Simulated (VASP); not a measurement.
# SrF₂ (fluorite): computed properties

The numbers are results of LDA (Ceperley-Alder, Perdew-Zunger), VASP's LDA PAW potentials (set 64) (plane waves; VASP 6.6.1), not measurements.

* **space group**: Fm-3m (225)
* **cell**: a = 5.6770 Å, b = 5.6770 Å, c = 5.6770 Å, α = 90.00°, β = 90.00°, γ = 90.00°
* **volume per atom**: 15.25 Å³/atom
* **band gap (over mesh and band path)**: 6.89 eV
* **smallest direct gap (over mesh and band path)**: 6.99 eV
* **Hill bulk modulus**: 85.7 GPa
* **Hill shear modulus**: 37.7 GPa
* **Poisson's ratio**: 0.308
* **band-edge character**: indirect, X to Γ
* **density**: 4.56 g/cm³
* **mean ε∞ (DFPT)**: 2.33
* **mean ε∞ (independent particles)**: 2.44
* **mean static ε**: 6.47
* **optical Γ-point spectrum**: 241 (×3), 304 (×3) cm⁻¹
* **C11**: 140 GPa
* **C12**: 58.7 GPa
* **C44**: 36.0 GPa

```cif
data_F8Sr4
_chemical_formula_sum 'Sr4 F8'
_space_group_name_H-M_alt 'Fm-3m'
_space_group_IT_number 225
_space_group_name_Hall '-F 4 2 3'
_cell_length_a 5.67700
_cell_length_b 5.67700
_cell_length_c 5.67700
_cell_angle_alpha 90.000
_cell_angle_beta 90.000
_cell_angle_gamma 90.000
loop_
_atom_site_label
_atom_site_type_symbol
_atom_site_symmetry_multiplicity
_atom_site_Wyckoff_symbol
_atom_site_fract_x
_atom_site_fract_y
_atom_site_fract_z
_atom_site_occupancy
Sr1 Sr 4 a 0.00000 0.00000 0.00000 1
F1 F 8 c 0.25000 0.25000 0.25000 1
```
(The calculation used a cell of 3 atoms; values per cell refer to that cell.)

Measured: gap 11.10 eV (computed value off by -4.21 eV), as given by Andrés Aguado et al., Journal of the Physical Society of Japan (1999), arXiv:cond-mat/9901145; ε∞ 2.05 at 293 K (computed value off by +13.5 %), as given by H. H. Li, Journal of Physical and Chemical Reference Data (1980), doi:10.1063/1.555616 [long-wavelength limit of the electronic terms of a dispersion formula fitted to measured refractive indices over 0.15-14.0 um; lattice terms left out].

The compound is SrF2 in the fluorite structure. It was relaxed first, which changed the volume by -6 %. Symmetry was kept, so distortions that lower it aren't found.
